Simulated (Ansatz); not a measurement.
The cell is BaTe, NiAs type; cell and atoms were relaxed with r2SCAN. Space group P6_3/mmc (No. 194), hexagonal; a = 4.895 Å, c = 8.584 Å in the conventional setting, 44.54 Å³ an atom. Around Ba lie 6 Te at 3.55 Å; around Te lie 6 Ba at 3.55 Å.

The questions ask for values computed with the plane-wave code Ansatz on this geometry. These are computed values for a spin-unpolarised cell that may be hypothetical; none is a measurement.

Given (6×6×4 mesh): The LDA gap is indirect, 1.62 eV (Γ to M), below the direct gap of 1.67 eV at Γ.

(1) Estimate the gap with PBE on 6×6×4.

(2) What does r2SCAN give for the gap (6×6×4 mesh)?

(3) What does HSE06 give for the gap (6×6×2 mesh)?

(4) Order these levels by the gap that they give, smallest first.
A. r2SCAN
B. HSE06
C. PBE
D. DDH-PBE0
E. PBE0
F. LDA

(5) What are ε∞ and the Born charges with r2SCAN?

## Answers

(1) The PBE gap is indirect, 1.75 eV (Γ to M), below the direct gap of 1.80 eV at Γ. The gap differs by +0.13 eV from LDA's.

(2) r2SCAN gives an indirect gap of 2.12 eV, from Γ to M; the least direct gap is 2.17 eV at Γ. The gap differs by +0.50 eV from LDA's.

(3) The HSE06 gap is indirect, 2.48 eV (Γ to M), below the direct gap of 2.57 eV at Γ. The gap differs by +0.86 eV from LDA's.

(4) F (1.62 eV), C (1.75 eV), A (2.12 eV), B (2.48 eV), D (2.69 eV), E (3.13 eV).

(5) The electronic dielectric tensor ε∞ is 5.22 along x and y, 5.36 along z. Born charges, averaged over directions: Ba +2.55, Te -2.55 e.

No spin-orbit coupling is included; it can move band edges with weight on the heavy atoms by tenths of an eV.

The meshes of the hybrids are coarse, so their gaps aren't converged to the digits shown.
